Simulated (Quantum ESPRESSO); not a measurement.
# Nb (Fm-3m) in Quantum ESPRESSO: equation of state

Aim: energy against volume of Nb in PBE, for its equilibrium volume and stiffness.

Everything below comes from runs of Quantum ESPRESSO 7.5. Logs are shortened: lines on timing, memory, paths and dates and some standing lists are left out, and cuts for length are marked.

## (1) The crystal as given

It takes space group Fm-3m (No. 225, cubic). The conventional cell has a = 4.230 Å, b = 4.230 Å, c = 4.230 Å, α = 90.00°, β = 90.00°, γ = 90.00°. Nb (site symmetry m-3m) is surrounded by 12 Nb at 2.99 Å.

This isn't the form of Nb at room conditions, which is bcc.

## (2) Single point, PBE, 17.79 Å³/atom

Input file pw.in:

```
&CONTROL
  calculation = 'scf'
  prefix = 'pwscf'
  outdir = './tmp'
  pseudo_dir = './pseudo'
  tprnfor = .true.
  tstress = .true.
  disk_io = 'nowf'
/
&SYSTEM
  ibrav = 0
  nat = 1
  ntyp = 1
  ecutwfc = 55
  ecutrho = 440
  nbnd = 12
  occupations = 'smearing'
  smearing = 'fd'
  degauss = 0.00367493
/
&ELECTRONS
  conv_thr = 2d-10
  electron_maxstep = 120
  mixing_beta = 0.5
/
ATOMIC_SPECIES
Nb    92.9064 Nb.pbe-spn-kjpaw_psl.0.3.0.UPF
CELL_PARAMETERS angstrom
   0.0000000000    2.0718246199    2.0718246199
   2.0718246199    0.0000000000    2.0718246199
   2.0718246199    2.0718246199    0.0000000000
ATOMIC_POSITIONS crystal
Nb     0.0000000000    0.0000000000    0.0000000000
K_POINTS automatic
11 11 11 0 0 0
```

Potentials or basis: SSSP 1.3 efficiency PBE.

Run with:

```sh
OMP_NUM_THREADS=1 pw.x -in pw.in > pw.out
```

pw.out:

```text
This program is part of the open-source Quantum ESPRESSO suite
     for quantum simulation of materials; please cite
         "P. Giannozzi et al., J. Phys.:Condens. Matter 21 395502 (2009);
         "P. Giannozzi et al., J. Phys.:Condens. Matter 29 465901 (2017);
         "P. Giannozzi et al., J. Chem. Phys. 152 154105 (2020);
     in publications or presentations arising from this work. More details at

     file Nb.pbe-spn-kjpaw_psl.0.3.0.UPF: wavefunction(s)  4S 4P renormalized
     Message from routine setup:
     using ibrav=0 with symmetry is DISCOURAGED, use correct ibrav instead

     Subspace diagonalization in iterative solution of the eigenvalue problem:
     a serial algorithm will be used

     G-vector sticks info
     --------------------
     sticks:   dense  smooth     PW     G-vecs:    dense   smooth      PW
     Sum         931     463    151                18763     6615    1243

     Using Slab Decomposition

     bravais-lattice index     =            0
     lattice parameter (alat)  =       5.5369  a.u.
     unit-cell volume          =     120.0288 (a.u.)^3
     number of atoms/cell      =            1
     number of atomic types    =            1
     number of electrons       =        13.00
     number of Kohn-Sham states=           12
     kinetic-energy cutoff     =      55.0000  Ry
     charge density cutoff     =     440.0000  Ry
     scf convergence threshold =      2.0E-10
     mixing beta               =       0.5000
     number of iterations used =            8  plain     mixing
     Exchange-correlation= SLA  PW   PBX  PBC
                           (   1   4   3   4   0   0   0)

     celldm(1)=   5.536902  celldm(2)=   0.000000  celldm(3)=   0.000000
     celldm(4)=   0.000000  celldm(5)=   0.000000  celldm(6)=   0.000000

     crystal axes: (cart. coord. in units of alat)
               a(1) = (   0.000000   0.707107   0.707107 )
               a(2) = (   0.707107   0.000000   0.707107 )
               a(3) = (   0.707107   0.707107   0.000000 )

     reciprocal axes: (cart. coord. in units 2 pi/alat)
               b(1) = ( -0.707107  0.707107  0.707107 )
               b(2) = (  0.707107 -0.707107  0.707107 )
               b(3) = (  0.707107  0.707107 -0.707107 )

     PseudoPot. # 1 for Nb read from file:
     Nb.pbe-spn-kjpaw_psl.0.3.0.UPF
     Pseudo is Projector augmented-wave + core cor, Zval = 13.0
     Generated using "atomic" code by A. Dal Corso  v.5.0.99 svn rev. 10869
     Shape of augmentation charge: PSQ
     Using radial grid of 1227 points,  6 beta functions with:
                l(1) =   0
                l(2) =   0
                l(3) =   1
                l(4) =   1
                l(5) =   2
                l(6) =   2
     Q(r) pseudized with 0 coefficients

     atomic species   valence    mass     pseudopotential
     Nb               13.00    92.90640     Nb( 1.00)

     48 Sym. Ops., with inversion, found

   Cartesian axes

     site n.     atom                  positions (alat units)
         1        Nb     tau(   1) = (   0.0000000   0.0000000   0.0000000  )

     number of k points=    56  Fermi-Dirac smearing, width (Ry)=  0.0037
                       cart. coord. in units 2pi/alat
        k(    1) = (   0.0000000   0.0000000   0.0000000), wk =   0.0015026
        k(    2) = (   0.0642824   0.0642824  -0.0642824), wk =   0.0120210
        k(    3) = (   0.1285649   0.1285649  -0.1285649), wk =   0.0120210
        k(    4) = (   0.1928473   0.1928473  -0.1928473), wk =   0.0120210
        k(    5) = (   0.2571297   0.2571297  -0.2571297), wk =   0.0120210
        k(    6) = (   0.3214122   0.3214122  -0.3214122), wk =   0.0120210
[... 48 lines left out ...]
        k(   55) = (  -0.0642824  -0.4499770   0.7071068), wk =   0.0360631
        k(   56) = (   0.0000000  -0.3856946   0.6428243), wk =   0.0360631

     Dense  grid:    18763 G-vectors     FFT dimensions: (  40,  40,  40)

     Smooth grid:     6615 G-vectors     FFT dimensions: (  27,  27,  27)

     Check: negative core charge=   -0.000002

     Initial potential from superposition of free atoms

     starting charge      12.9979, renormalised to      13.0000
     Starting wfcs are   10 randomized atomic wfcs +    2 random wfcs
     Checking if some PAW data can be deallocated...

     Self-consistent Calculation

     iteration #  1     ecut=    55.00 Ry     beta= 0.50
     Davidson diagonalization with overlap
     ethr =  1.00E-02,  avg # of iterations =  4.1

     Threshold (ethr) on eigenvalues was too large:
     Diagonalizing with lowered threshold

     Davidson diagonalization with overlap
     ethr =  6.74E-04,  avg # of iterations =  1.1

     total energy              =    -334.23131759 Ry
     estimated scf accuracy    <       0.08864170 Ry

     iteration #  2     ecut=    55.00 Ry     beta= 0.50
     Davidson diagonalization with overlap
     ethr =  6.82E-04,  avg # of iterations =  2.0

     total energy              =    -334.24207090 Ry
     estimated scf accuracy    <       0.00397503 Ry

     iteration #  3     ecut=    55.00 Ry     beta= 0.50
     Davidson diagonalization with overlap
     ethr =  3.06E-05,  avg # of iterations =  2.6

     total energy              =    -334.24241866 Ry
     estimated scf accuracy    <       0.00049880 Ry

     iteration #  4     ecut=    55.00 Ry     beta= 0.50
     Davidson diagonalization with overlap
     ethr =  3.84E-06,  avg # of iterations =  2.5

     total energy              =    -334.24244835 Ry
     estimated scf accuracy    <       0.00000955 Ry

     iteration #  5     ecut=    55.00 Ry     beta= 0.50
     Davidson diagonalization with overlap
     ethr =  7.35E-08,  avg # of iterations =  2.9

     total energy              =    -334.24245228 Ry
     estimated scf accuracy    <       0.00000006 Ry

     iteration #  6     ecut=    55.00 Ry     beta= 0.50
     Davidson diagonalization with overlap
     ethr =  4.99E-10,  avg # of iterations =  4.0

     total energy              =    -334.24245239 Ry
     estimated scf accuracy    <          6.4E-09 Ry

     iteration #  7     ecut=    55.00 Ry     beta= 0.50
     Davidson diagonalization with overlap
     ethr =  4.93E-11,  avg # of iterations =  2.0

     total energy              =    -334.24245240 Ry
     estimated scf accuracy    <          4.8E-10 Ry

     iteration #  8     ecut=    55.00 Ry     beta= 0.50
     Davidson diagonalization with overlap
     ethr =  3.68E-12,  avg # of iterations =  2.0

     End of self-consistent calculation

          k = 0.0000 0.0000 0.0000 (   869 PWs)   bands (ev):

   -36.1183 -11.4134 -11.4134 -11.4134  12.2820  18.6630  18.6630  18.6630
    21.4606  21.4606  30.6252  35.6468

          k = 0.0643 0.0643-0.0643 (   854 PWs)   bands (ev):

   -36.0995 -11.5335 -11.4281 -11.4281  12.6042  18.4180  18.8091  18.8091
    21.3316  21.3316  31.2691  34.4528

          k = 0.1286 0.1286-0.1286 (   833 PWs)   bands (ev):

   -36.0487 -11.8477 -11.4672 -11.4672  13.4400  17.9607  19.0669  19.0669
    21.2219  21.2219  32.1015  33.4377

          k = 0.1928 0.1928-0.1928 (   833 PWs)   bands (ev):

   -35.9814 -12.2438 -11.5178 -11.5178  14.3085  17.9471  19.0012  19.0012
    21.7087  21.7087  30.8522  34.4199

          k = 0.2571 0.2571-0.2571 (   826 PWs)   bands (ev):

   -35.9187 -12.5941 -11.5637 -11.5637  14.6087  18.6997  18.6997  18.8823
    22.6740  22.6740  29.9202  32.9314

          k = 0.3214 0.3214-0.3214 (   826 PWs)   bands (ev):

   -35.8811 -12.7968 -11.5908 -11.5908  14.5755  18.4867  18.4867  19.9920
    23.4628  23.4628  29.7153  30.8473

          k = 0.1286 0.0000 0.0000 (   841 PWs)   bands (ev):

   -36.0932 -11.5304 -11.4543 -11.4543  12.7116  18.2299  18.9279  18.9279
    20.9478  21.6010  31.4999  34.9059

          k = 0.1928 0.0643-0.0643 (   840 PWs)   bands (ev):

   -36.0531 -11.7638 -11.5030 -11.4826  13.3857  17.7729  19.1841  19.2382
    20.5645  21.7066  32.6883  33.6824

          k = 0.2571 0.1286-0.1286 (   840 PWs)   bands (ev):

   -35.9913 -12.1226 -11.5581 -11.5297  14.3119  17.5101  18.9586  19.3392
    21.0347  22.1060  31.8407  34.5533

          k = 0.3214 0.1928-0.1928 (   833 PWs)   bands (ev):

   -35.9270 -12.4767 -11.6023 -11.5910  14.8318  18.0136  18.5247  19.1024
    22.2487  22.9205  30.6725  33.6885

          k = 0.3857 0.2571-0.2571 (   832 PWs)   bands (ev):

   -35.8810 -12.7196 -11.6468 -11.6220  14.8579  18.0908  18.8231  19.2510
    23.5664  23.5899  29.8860  31.6757

          k =-0.2571-0.3857 0.3857 (   823 PWs)   bands (ev):

   -35.8683 -12.7839 -11.6792 -11.6111  14.8422  18.0534  18.7039  19.7078
    23.4104  24.3349  29.6311  31.0720

          k =-0.1928-0.3214 0.3214 (   819 PWs)   bands (ev):

   -35.8934 -12.6528 -11.6774 -11.5732  14.8975  18.2727  18.8134  18.9373
    22.4709  23.9926  30.1485  32.2684

          k =-0.1286-0.2571 0.2571 (   829 PWs)   bands (ev):

   -35.9479 -12.3635 -11.6405 -11.5197  14.7682  17.8609  18.6879  19.1184
    21.3184  22.9940  31.0303  34.3085

          k =-0.0643-0.1928 0.1928 (   832 PWs)   bands (ev):

   -36.0137 -12.0018 -11.5768 -11.4673  14.0229  17.6392  19.0441  19.3334
    20.6056  22.0242  32.2392  34.0365

          k =-0.0000-0.1286 0.1286 (   835 PWs)   bands (ev):

   -36.0700 -11.6890 -11.4976 -11.4330  13.1068  18.0452  19.0279  19.0399
    20.8501  21.5435  32.2261  33.6755

          k = 0.2571 0.0000 0.0000 (   841 PWs)   bands (ev):

   -36.0257 -11.8319 -11.5628 -11.5628  13.8196  17.2579  19.7063  19.7063
    19.8231  21.9956  33.7551  34.5141

          k = 0.3214 0.0643-0.0643 (   834 PWs)   bands (ev):

   -35.9746 -12.0835 -11.6272 -11.6234  14.5676  16.8188  19.0120  20.0771
    20.7518  22.3701  33.5710  35.2656

          k = 0.3857 0.1286-0.1286 (   833 PWs)   bands (ev):

   -35.9158 -12.3754 -11.7047 -11.6759  15.2034  16.8409  18.3865  19.9904
    22.2949  23.1077  32.0848  34.5783

          k = 0.4500 0.1928-0.1928 (   823 PWs)   bands (ev):

   -35.8679 -12.5973 -11.8004 -11.6939  15.3788  17.1859  18.3883  19.6858
    23.6852  24.1519  30.2453  33.0794

          k =-0.1928-0.4500 0.4500 (   826 PWs)   bands (ev):

   -35.8466 -12.6849 -11.8792 -11.6759  15.4760  17.2079  18.8760  19.4470
    23.4350  25.5801  29.0899  32.6122

          k =-0.1286-0.3857 0.3857 (   831 PWs)   bands (ev):

   -35.8591 -12.6198 -11.9095 -11.6274  15.6373  17.4144  18.5389  19.4035
    22.4056  25.5280  30.0706  32.9273
[... 98 lines left out ...]
   -35.8744 -12.4611 -11.8800 -11.7086  15.6010  16.5300  18.1364  20.7009
    22.3188  24.4872  31.7113  34.2667

          k =-0.1928-0.4500 0.5785 (   823 PWs)   bands (ev):

   -35.8389 -12.5760 -11.9823 -11.7415  15.7769  16.7583  18.1899  20.3114
    23.2478  25.9358  29.5313  33.6368

          k =-0.1286-0.3857 0.5143 (   827 PWs)   bands (ev):

   -35.8302 -12.5869 -12.0494 -11.7268  16.0495  16.7178  18.3485  20.0531
    23.0667  26.6563  29.0077  33.3134

          k =-0.0643-0.3214 0.4500 (   826 PWs)   bands (ev):

   -35.8512 -12.5096 -12.0367 -11.6726  16.2698  16.9787  17.6694  20.1618
    22.1400  25.8579  30.7196  33.4464

          k = 0.0000-0.2571 0.3857 (   830 PWs)   bands (ev):

   -35.8949 -12.3939 -11.9110 -11.6053  15.9649  16.9702  17.7035  20.3472
    21.0535  24.6645  32.1239  34.6916

          k = 0.5143 0.1286 0.0000 (   830 PWs)   bands (ev):

   -35.8487 -12.5170 -11.8926 -11.8102  15.0838  15.7615  19.3569  22.1443
    22.5128  24.3649  32.0137  32.8037

          k =-0.1286-0.5143 0.6428 (   822 PWs)   bands (ev):

   -35.8186 -12.5580 -12.0347 -11.8414  15.2613  16.0130  19.0433  21.6386
    23.4789  26.1174  29.8979  32.4756

          k =-0.0643-0.4500 0.5785 (   826 PWs)   bands (ev):

   -35.8079 -12.4865 -12.2130 -11.8181  15.6190  16.5250  18.5455  20.9820
    23.3822  27.6914  28.6901  32.4792

          k = 0.0000-0.3857 0.5143 (   825 PWs)   bands (ev):

   -35.8201 -12.4098 -12.2765 -11.7524  16.2130  16.8805  17.7838  20.5990
    22.6494  26.7236  31.0803  31.3365

          k =-0.0643-0.5785 0.7071 (   817 PWs)   bands (ev):

   -35.8029 -12.6487 -11.9704 -11.9068  14.6562  15.3910  20.6147  22.7135
    23.9377  25.6495  30.4615  30.6783

          k = 0.0000-0.5143 0.6428 (   819 PWs)   bands (ev):

   -35.7977 -12.5787 -12.1064 -11.8903  15.0167  15.8472  19.7010  21.8731
    23.9495  27.3799  28.9083  31.5979

          k =-0.1928-0.4500 0.7071 (   826 PWs)   bands (ev):

   -35.8361 -12.4886 -12.0617 -11.7720  15.9982  16.5902  17.7237  21.1407
    22.5340  26.0342  31.1227  32.3460

          k =-0.1286-0.3857 0.6428 (   824 PWs)   bands (ev):

   -35.8132 -12.4691 -12.1899 -11.8263  16.0797  16.8368  17.7052  20.6969
    23.2878  27.4250  29.4600  32.3222

          k =-0.0643-0.4500 0.7071 (   819 PWs)   bands (ev):

   -35.8011 -12.5012 -12.1497 -11.9121  15.4765  16.3554  18.6003  21.2199
    23.9414  27.6083  30.3345  30.4178

          k = 0.0000-0.3857 0.6428 (   816 PWs)   bands (ev):

   -35.7991 -12.3769 -12.3017 -11.9052  15.7705  16.9939  17.8472  20.6760
    23.9415  28.5913  29.2269  31.0144

     the Fermi energy is    18.6132 ev

!    total energy              =    -334.24245240 Ry
     total all-electron energy =     -7639.949429 Ry
     estimated scf accuracy    <          8.7E-11 Ry
     smearing contrib. (-TS)   =      -0.00083122 Ry
     internal energy E=F+TS    =    -334.24162117 Ry

     The total energy is F=E-TS. E is the sum of the following terms:
     one-electron contribution =     -12.69108447 Ry
     hartree contribution      =      14.84402350 Ry
     xc contribution           =     -28.95019908 Ry
     ewald contribution        =     -98.95349267 Ry
     one-center paw contrib.   =    -208.49086844 Ry

     convergence has been achieved in   8 iterations

     Forces acting on atoms (cartesian axes, Ry/au):

     atom    1 type  1   force =     0.00000000    0.00000000    0.00000000

     Total force =     0.000000     Total SCF correction =     0.000000

     Computing stress (Cartesian axis) and pressure

          total   stress  (Ry/bohr**3)                   (kbar)     P=       90.98
   0.00061848   0.00000000  -0.00000000           90.98        0.00       -0.00
   0.00000000   0.00061848  -0.00000000            0.00       90.98       -0.00
  -0.00000000  -0.00000000   0.00061848           -0.00       -0.00       90.98

=------------------------------------------------------------------------------=
   JOB DONE.
=------------------------------------------------------------------------------=
```

It took 8.8 s on 1 thread of Intel Xeon 6975P-C (Granite Rapids), shared host; peak memory 0.12 GiB.

What came out:

```
Free energy            : -4547.6002 eV
Pressure               : 9.1 GPa
Band gap on the k mesh : none (metal or under the smearing width)
```

## (3) Single point, PBE, 18.16 Å³/atom

Changes to pw.in since step 2:

```diff
@@ -28,5 +28,5 @@
 CELL_PARAMETERS angstrom
-   0.0000000000    2.0718246199    2.0718246199
-   2.0718246199    0.0000000000    2.0718246199
-   2.0718246199    2.0718246199    0.0000000000
+   0.0000000000    2.0864154149    2.0864154149
+   2.0864154149    0.0000000000    2.0864154149
+   2.0864154149    2.0864154149    0.0000000000
 ATOMIC_POSITIONS crystal
```

Potentials or basis: SSSP 1.3 efficiency PBE.

Run with:

```sh
OMP_NUM_THREADS=1 pw.x -in pw.in > pw.out
```

It took 8.8 s on 1 thread of Intel Xeon 6975P-C (Granite Rapids), shared host; peak memory 0.12 GiB.

The run converged. Its results:

```
Free energy            : -4547.6175 eV
Pressure               : 5.0 GPa
Band gap on the k mesh : none (metal or under the smearing width)
```

## (4) Single point, PBE, 18.54 Å³/atom

Changes to pw.in since step 3:

```diff
@@ -28,5 +28,5 @@
 CELL_PARAMETERS angstrom
-   0.0000000000    2.0864154149    2.0864154149
-   2.0864154149    0.0000000000    2.0864154149
-   2.0864154149    2.0864154149    0.0000000000
+   0.0000000000    2.1008049414    2.1008049414
+   2.1008049414    0.0000000000    2.1008049414
+   2.1008049414    2.1008049414    0.0000000000
 ATOMIC_POSITIONS crystal
```

Run with:

```sh
OMP_NUM_THREADS=1 pw.x -in pw.in > pw.out
```

It took 8.9 s on 1 thread of Intel Xeon 6975P-C (Granite Rapids), shared host; peak memory 0.13 GiB.

It converged, with:

| Property | Result |
| --- | --- |
| Free energy | -4547.6256 eV |
| Pressure | 1.4 GPa |
| Band gap on the k mesh | none (metal or under the smearing width) |

## (5) Single point, PBE, 18.92 Å³/atom

Changes to pw.in since step 4:

```diff
@@ -28,5 +28,5 @@
 CELL_PARAMETERS angstrom
-   0.0000000000    2.1008049414    2.1008049414
-   2.1008049414    0.0000000000    2.1008049414
-   2.1008049414    2.1008049414    0.0000000000
+   0.0000000000    2.1150000000    2.1150000000
+   2.1150000000    0.0000000000    2.1150000000
+   2.1150000000    2.1150000000    0.0000000000
 ATOMIC_POSITIONS crystal
```

Run with:

```sh
OMP_NUM_THREADS=1 pw.x -in pw.in > pw.out
```

Run time: 9.1 s. Hardware: 1 thread of Intel Xeon 6975P-C (Granite Rapids), shared host; peak memory 0.13 GiB.

It converged, with:

```yaml
Free_energy: -4547.6255 eV
Pressure: -1.9 GPa
Band_gap_on_the_k_mesh: none (metal or under the smearing width)
```

## (6) Single point, PBE, 19.30 Å³/atom

Changes to pw.in since step 5:

```diff
@@ -28,5 +28,5 @@
 CELL_PARAMETERS angstrom
-   0.0000000000    2.1150000000    2.1150000000
-   2.1150000000    0.0000000000    2.1150000000
-   2.1150000000    2.1150000000    0.0000000000
+   0.0000000000    2.1290070307    2.1290070307
+   2.1290070307    0.0000000000    2.1290070307
+   2.1290070307    2.1290070307    0.0000000000
 ATOMIC_POSITIONS crystal
```

Potentials or basis: SSSP 1.3 efficiency PBE.

Run with:

```sh
OMP_NUM_THREADS=1 pw.x -in pw.in > pw.out
```

Run time: 8.9 s. Hardware: 1 thread of Intel Xeon 6975P-C (Granite Rapids), shared host; peak memory 0.13 GiB.

Results (log left out):

| Quantity | Value |
| --- | --- |
| Free energy | -4547.6179 eV |
| Pressure | -4.9 GPa |
| Band gap on the k mesh | none (metal or under the smearing width) |

## (7) Single point, PBE, 19.68 Å³/atom

Changes to pw.in since step 6:

```diff
@@ -28,5 +28,5 @@
 CELL_PARAMETERS angstrom
-   0.0000000000    2.1290070307    2.1290070307
-   2.1290070307    0.0000000000    2.1290070307
-   2.1290070307    2.1290070307    0.0000000000
+   0.0000000000    2.1428321391    2.1428321391
+   2.1428321391    0.0000000000    2.1428321391
+   2.1428321391    2.1428321391    0.0000000000
 ATOMIC_POSITIONS crystal
```

Run with:

```sh
OMP_NUM_THREADS=1 pw.x -in pw.in > pw.out
```

Run time: 9 s. Hardware: 1 thread of Intel Xeon 6975P-C (Granite Rapids), shared host; peak memory 0.13 GiB.

The run converged. Its results:

- Free energy: -4547.6036 eV
- Pressure: -7.6 GPa
- Band gap on the k mesh: none (metal or under the smearing width)

## (8) Single point, PBE, 20.06 Å³/atom

Changes to pw.in since step 7:

```diff
@@ -28,5 +28,5 @@
 CELL_PARAMETERS angstrom
-   0.0000000000    2.1428321391    2.1428321391
-   2.1428321391    0.0000000000    2.1428321391
-   2.1428321391    2.1428321391    0.0000000000
+   0.0000000000    2.1564811194    2.1564811194
+   2.1564811194    0.0000000000    2.1564811194
+   2.1564811194    2.1564811194    0.0000000000
 ATOMIC_POSITIONS crystal
```

Run with:

```sh
OMP_NUM_THREADS=1 pw.x -in pw.in > pw.out
```

It took 9.1 s on 1 thread of Intel Xeon 6975P-C (Granite Rapids), shared host; peak memory 0.13 GiB.

It converged, with:

| Quantity | Value |
| --- | --- |
| Free energy | -4547.5832 eV |
| Pressure | -10.1 GPa |
| Band gap on the k mesh | none (metal or under the smearing width) |

## (9) Equation of state, PBE

Potentials or basis: SSSP 1.3 efficiency PBE.

No new run: the results of the series are fitted here.

What came out:

| Quantity | Value |
| --- | --- |
| Equilibrium volume | 18.72 Å³/atom |
| Bulk modulus | 165 GPa |
| Pressure derivative of the bulk modulus | 4.1 |

Energy against volume, from the lowest point:
```tsv
volume (Å³/atom)	energy (meV/atom)
17.786	25.41
18.165	8.14
18.543	0.00
18.922	0.13
19.300	7.74
19.679	22.05
20.057	42.45
```
